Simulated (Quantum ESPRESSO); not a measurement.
Input of a Quantum ESPRESSO 7.5 run:

Contents of pw.in:

```
&CONTROL
  calculation = 'scf'
  prefix = 'pwscf'
  outdir = './tmp'
  pseudo_dir = './pseudo'
  tprnfor = .true.
  tstress = .true.
  disk_io = 'low'
/
&SYSTEM
  ibrav = 0
  nat = 2
  ntyp = 1
  ecutwfc = 55
  ecutrho = 440
  nbnd = 19
  occupations = 'smearing'
  smearing = 'fd'
  degauss = 0.00367493
/
&ELECTRONS
  conv_thr = 4d-10
  electron_maxstep = 120
  mixing_beta = 0.5
/
ATOMIC_SPECIES
Zr    91.2240 Zr_pbe_v1.uspp.F.UPF
CELL_PARAMETERS angstrom
   3.2320000000    0.0000000000    0.0000000000
  -1.6160000000    2.7989941050    0.0000000000
   0.0000000000    0.0000000000    5.1470000000
ATOMIC_POSITIONS crystal
Zr     0.6666666667    0.3333333333    0.7500000000
Zr     0.3333333333    0.6666666667    0.2500000000
K_POINTS automatic
9 9 5 0 0 0
```

The input pp_density.in:

```
&INPUTPP
  prefix = 'pwscf'
  outdir = './tmp'
  filplot = 'density.dat'
  plot_num = 0
/
&PLOT
  nfile = 1
  filepp(1) = 'density.dat'
  iflag = 3
  output_format = 6
  fileout = 'density.cube'
/
```

Contents of pp_potential.in:

```
&INPUTPP
  prefix = 'pwscf'
  outdir = './tmp'
  filplot = 'potential.dat'
  plot_num = 11
/
&PLOT
  nfile = 1
  filepp(1) = 'potential.dat'
  iflag = 3
  output_format = 6
  fileout = 'potential.cube'
/
```

Potentials or basis: SSSP 1.3 efficiency PBE.

The run is started by

```sh
$ OMP_NUM_THREADS=1 pw.x -in pw.in > pw.out
$ OMP_NUM_THREADS=1 pp.x -in pp_density.in > pp_density.out
$ OMP_NUM_THREADS=1 pp.x -in pp_potential.in > pp_potential.out
```

Q: Predict the pressure.

A: 0.4 GPa.

Q: Estimate the band gap on the k mesh.

A: None (metal or under the smearing width).

Stress tensor (GPa, compression positive):
```
0.15 0.00 0.00
0.00 0.15 0.00
0.00 0.00 1.02
```
